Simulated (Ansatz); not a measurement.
**Si: stress in a strained cell**

Aim: deform Si (equal xx and yy strain of +2 %) and compute stress, forces and field gradients with LAPW, PAW and all-electron datasets made for the crystal.

Method: DFT PBE, scalar-relativistic, in Ansatz 0.2.0.

## Step 1: The system as given

It takes space group Imma (No. 74, orthorhombic). Conventional cell: a = 4.502 Å, b = 4.737 Å, c = 2.550 Å, α = 90.00°, β = 90.00°, γ = 90.00°. Si (site symmetry mm2) is surrounded by 8 Si at 2.39 to 2.74 Å.

As a file:

```cif
data_structure
_symmetry_space_group_name_H-M 'P 1'
_symmetry_Int_Tables_number 1
_cell_length_a 3.5075
_cell_length_b 3.5075
_cell_length_c 3.5075
_cell_angle_alpha 100.152
_cell_angle_beta 95.050
_cell_angle_gamma 137.368
_cell_volume 27.19
loop_
_atom_site_label
_atom_site_type_symbol
_atom_site_fract_x
_atom_site_fract_y
_atom_site_fract_z
_atom_site_occupancy
Si1 Si 0.80700 0.55700 0.25000 1
Si2 Si 0.19300 0.44300 0.75000 1
```

Atoms are numbered in the order of the input: Si1, Si2.

## Step 2: After the deformation

Space group Imma before, Imma after.

## Step 3: Full-potential LAPW

The input, input.yaml:

```yaml
crystal:
  lattice:
    - [-2.29602, 2.41587, 1.275]
    - [2.29602, -2.41587, 1.275]
    - [2.29602, 2.41587, -1.275]
  atoms:
    - { symbol: Si, position: [0.807, 0.557, 0.25] }
    - { symbol: Si, position: [0.193, 0.443, 0.75] }
kpoints:
  mp_grid: { grid: [16, 16, 16] }
  band_path:
    path:
      - [0.0, 0.0, 0.0]
      - [0.5, -0.5, 0.5]
      - [0.4758105458, -0.4758105458, 0.5241894542]
      - [-0.4758105458, 0.4758105458, 0.4758105458]
      - [0.0, 0.0, 0.0]
      - [0.3196327034, 0.3196327034, -0.3196327034]
      - [0.6803672966, -0.3196327034, 0.3196327034]
      - [0.5, -0.5, 0.5]
      - [0.0, 0.0, 0.0]
    npoints: 5
scf:
  occupations: { method: fermi_dirac, width: 0.05 }
hamiltonian:
  xc: pbe
  pseudopotentials: { kind: all_electron, lapw: { basis_error: 0.0005 } }
output:
  forces: true
  stress: true
  eigenvalues: true
```

Command:

```sh
ansatz run input.yaml --threads 1 --pin off --max-ram 3072MiB --backend cpu --events-out ev --progress --plain --runs-dir out
```

## Step 4: PAW on the default files

The input, input.yaml:

```yaml
crystal:
  lattice:
    - [-2.29602, 2.41587, 1.275]
    - [2.29602, -2.41587, 1.275]
    - [2.29602, 2.41587, -1.275]
  atoms:
    - { symbol: Si, position: [0.807, 0.557, 0.25] }
    - { symbol: Si, position: [0.193, 0.443, 0.75] }
kpoints:
  mp_grid: { grid: [16, 16, 16] }
scf:
  occupations: { method: fermi_dirac, width: 0.05 }
hamiltonian:
  xc: pbe
  pseudopotentials: { kind: paw }
output:
  forces: true
  stress: true
  eigenvalues: true
  efg: { contact_densities: true }
```

## Step 5: All-electron PAW on datasets made for the crystal

Edit input.yaml of step 4 so:

```diff
@@ -14,3 +14,3 @@
   xc: pbe
-  pseudopotentials: { kind: paw }
+  pseudopotentials: { kind: all_electron, datasets: crystal }
 output:
```

(Steps that only read results are left out.)

**Question.** What will these runs give? Wanted: pressure; largest shear or deviatoric stress.

**Answer**, as computed:

```
                                 quantity                                           value
                                 pressure  LAPW 9.28, PAW 9.29, crystal datasets 9.28 GPa
largest shear or deviatoric stress (LAPW)                                        1.06 GPa
```

**Reading.** The largest part of the stress beyond the pressure is 1.06 GPa in size, in the zz component; the atoms are carried along and not relaxed. No run of the undeformed cell stands beside it, so the pressure holds what the given cell had before the change. PAW: stress within 0.02 GPa of LAPW, forces within 1 meV/Å. Crystal datasets: stress within 0.01 GPa of LAPW, forces within 1 meV/Å.
